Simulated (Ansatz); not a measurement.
## Redistribution: C3H9N + C5H10S → C3H8S + C5H11N

Species: C3H9N (propylamine) `CCCN`, singlet; C5H10S (cyclopentanethiol) `SC1CCCC1`, singlet; C3H8S `CCCS`, singlet; C5H11N (cyclopentylamine) `NC1CCCC1`, singlet. The partners trade NH2 for SH; both sit on C, so the bond types are kept.

Shapes, held fixed at every level: PBE0-D4/def2-TZVP. Flexible molecules stand in one conformer, not always the lowest. Programs: Ansatz 0.2.0. Electronic energies: no zero-point or thermal term.

Problem. Estimate ΔE of this reaction.

Solution. The highest level, CCSD(T)/CBS estimate, gives ΔE = -3.2 kJ/mol; the levels span -3.4 to -2.5. That is about zero within the method's error. The column of differences is taken from that level and isn't an error. No measured value is set beside it here. The CBS estimate extrapolates MP2 from def2-TZVPP and def2-QZVPP and adds CCSD(T) − MP2 in the triple-zeta set, cores frozen.

```csv
level,kind,ΔE (kJ/mol),less CCSD(T)/CBS estimate
PBE-D4/def2-TZVPP,GGA,-2.7,+0.5
r2SCAN-D4/def2-TZVPP,meta-GGA,-3.4,-0.2
PBE0-D4/def2-TZVPP,global hybrid,-3.2,0.0
wB97X-V/def2-TZVPP,range-separated hybrid,-3.4,-0.2
B2PLYP/def2-TZVPP,double hybrid,-2.7,+0.5
CCSD(T)/def2-TZVPP,coupled cluster or CI,-2.5,+0.7
CCSD/def2-TZVPP,coupled cluster or CI,-3.0,+0.2
CCSD(T)/CBS estimate,coupled cluster or CI,-3.2,0.0
```
